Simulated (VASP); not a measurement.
SiC:

```
Si C
1.0
     3.07874    0.00000    0.00000
     0.00000    4.35399    0.00000
     0.00000    0.00000    3.13612
Si C
2 2
Direct
  0.00000 0.00000 0.00000
  0.50000 0.50000 0.50000
  0.00000 0.25000 0.50000
  0.50000 0.75000 0.00000
```

The cell was built by a generator and isn't the measured one.

Base run:

* Program: VASP 6.6.1
* Functional: PBE
* Potentials or basis: VASP PAW PBE potentials, release 64 (Si, C)
* Cutoff: 520 eV
* k mesh: 8 × 6 × 8
* Occupations: gaussian, width 0.02 eV
* Spin: no spin polarisation

Its results: band gap on the k mesh 1.27 eV; pressure -0.1 GPa; largest force 0.139 eV/Å.

Q: The run is repeated on the same cell with these changes: functional from PBE to PBE0; k mesh from 8 × 6 × 8 to 6 × 4 × 6. What comes out?

A: Band gap on the k mesh 2.86 eV; pressure -5.3 GPa; largest force 0.131 eV/Å.

Several settings changed at once, so the effect can't be laid on one alone.

Caveats: the PAW data sets were made with another functional, which shifts forces and pressure a little (some runs).
